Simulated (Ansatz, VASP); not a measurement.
# One calculation of Ag, two programs

```
CELL_PARAMETERS angstrom
0.00000 2.07388 2.07388
2.07388 0.00000 2.07388
2.07388 2.07388 0.00000
ATOMIC_POSITIONS crystal
Ag 0.00000 0.00000 0.00000
```

Alike in both runs: functional PBE; k mesh 34 × 34 × 34; occupations gaussian, width 0.1 eV; no spin polarisation.

Ansatz relaxed the structure, and its values are those at the end. VASP's run is a single point on that final structure, the one shown.

|  | VASP | Ansatz |
| --- | --- | --- |
| version | VASP 6.6.1 | Ansatz 0.2.0 |
| potentials or method | VASP PAW PBE potentials, release 64 (Ag) | scalar-relativistic, plane waves, PAW |
| plane-wave cutoff (eV) | 520 | 420 |
| valence electrons in the cell | 11 | 19 |

```csv
,VASP,Ansatz,Ansatz less VASP
gap on the k mesh at the Fermi level (eV),none,none,-
pressure (GPa),-0.1,0.0,+0.11
```

A gap of «none» marks a metal or a gap that the smearing closes. The two sets of potentials don't hold the same shells in valence.
